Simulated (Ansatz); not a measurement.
**Zn: clamped-ion strain scan**

Method: DFT PBE, scalar-relativistic, plane waves, PAW (Ansatz). The runs took a 420 eV cutoff, a Γ-centred 24×24×10 mesh and Gaussian smearing (0.15 eV). No spin polarisation. Energies are free energies at this smearing, counted from the undisturbed cell; pressure is positive in compression.

The starting cell (as given, not relaxed at this level; it stands at -0.4 GPa):

```yaml
crystal:
  lattice:
    - [2.66480, 0.00000, 0.00000]
    - [-1.33240, 2.30778, 0.00000]
    - [0.00000, 0.00000, 4.94670]
  atoms:
    - { symbol: Zn, position: [0.33333, 0.66667, 0.25000] }
    - { symbol: Zn, position: [0.66667, 0.33333, 0.75000] }
```

The cell is strained by ε times the Voigt pattern (0, 0, 0, 0, 0, 1) (xx, yy, zz, yz, xz, xy; engineering shear) with fractional coordinates fixed. The cell is metallic on the mesh throughout.

| ε | ΔE (meV/atom) |
| --- | --- |
| -0.0600 | 9.9 |
| -0.0300 | 2.7 |
| 0.0000 | 0.0 |
| 0.0075 | 0.2 |
| 0.0150 | 0.7 |
| 0.0225 | 1.6 |
| 0.0375 | 4.1 |
| 0.0450 | 5.8 |
| 0.0525 | 7.7 |

Problem. Predict the pressure (GPa) at each point.

Solution.
| ε | pressure (GPa) |
| --- | --- |
| -0.0600 | 0.2 |
| -0.0300 | -0.2 |
| 0.0000 | -0.4 |
| 0.0075 | -0.3 |
| 0.0150 | -0.3 |
| 0.0225 | -0.3 |
| 0.0375 | -0.1 |
| 0.0450 | 0.0 |
| 0.0525 | 0.1 |